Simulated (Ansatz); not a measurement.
# Cs, omega (AlB2-type): how the functional moves the structure

All rows: Ansatz, plane waves with scalar-relativistic PAW, 420 eV (500 eV for the SCAN forms), relaxed under each functional, no dispersion correction, no zero-point motion. B₀ comes from uniform scaling at fixed shape; a dash is a value not given.

| functional | V (Å³/atom) | cell | B₀ (GPa) | magnetic state | ΔE to bcc (meV/atom) |
| --- | --- | --- | --- | --- | --- |
| PBE | 117.52 | a = 8.783 Å, c = 5.277 Å (c/a = 0.601) | 2 | spin not included | 8 |
| r²SCAN | 124.11 | a = 8.960 Å, c = 5.355 Å (c/a = 0.598) | 2 | spin not included | 8 |
| LDA | 96.09 | a = 8.224 Å, c = 4.921 Å (c/a = 0.598) | 2 | spin not included | 9 |
| revPBE | 129.90 | a = 9.083 Å, c = 5.455 Å (c/a = 0.601) | 2 | spin not included | 8 |
| RPBE | 131.91 | a = 9.127 Å, c = 5.486 Å (c/a = 0.601) | 2 | spin not included | 8 |
| BLYP | 126.08 | a = 8.982 Å, c = 5.414 Å (c/a = 0.603) | 2 | spin not included | 4 |

**Question.** What does PBEsol give?

**Answer.** V (Å³/atom): 109.02; cell: a = 8.593 Å, c = 5.115 Å (c/a = 0.595); B₀ (GPa): 2; magnetic state: spin not included; ΔE to bcc (meV/atom): 8.
